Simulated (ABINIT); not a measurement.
A run of ABINIT 10.8.3 (patched build):

Contents of run.abi:

```
ndtset 2

pp_dirpath "./"
pseudos "Mg.GGA_PBE-JTH.xml, O.GGA_PBE-JTH.xml"

acell 3*1.0
rprim
     0.0000000000     3.9627583152     3.9627583152
     3.9627583152     0.0000000000     3.9627583152
     3.9627583152     3.9627583152     0.0000000000
ntypat 2
znucl 12 8
natom 2
typat 1 2
xred
     0.0000000000     0.0000000000     0.0000000000
     0.5000000000     0.5000000000     0.5000000000

ecut 23.0
pawecutdg 45.0

ixc 23

occopt 3
tsmear 0.00183747

nstep 100

iomode 3
prtwf 0
prteig 0
prtebands 0
prtden1 1

kptopt1 1
ngkpt1 11 11 11
nshiftk1 1
shiftk1 0.0 0.0 0.0
nband1 12
tolvrs1 1.0e-9

iscf2 -2
getden2 1
nband2 18
nbdbuf2 4
tolwfr2 1.0e-11
kptopt2 -9
ndivsm2 5
prteig2 1
prtvol2 -3
kptbounds2
     0.0000000000     0.0000000000     0.0000000000
     0.5000000000     0.0000000000     0.5000000000
     0.5000000000     0.2500000000     0.7500000000
     0.3750000000     0.3750000000     0.7500000000
     0.0000000000     0.0000000000     0.0000000000
     0.5000000000     0.5000000000     0.5000000000
     0.6250000000     0.2500000000     0.6250000000
     0.5000000000     0.2500000000     0.7500000000
     0.5000000000     0.5000000000     0.5000000000
     0.3750000000     0.3750000000     0.7500000000
```

Potentials or basis: JTH PAW PBE v2.0.

Run with:

```sh
$ abinit run.abi > log 2>&1
```

Hardware: 1 thread of Arm Neoverse V1 (shared host).

Question: Estimate the wall time of this run.

Answer: It took 31 s on 1 thread of Arm Neoverse V1, with other jobs on the host, peak memory 0.11 GiB. Counts: scf iterations 12, mpi ranks 1, k points 56, bands 12, plane waves 670.
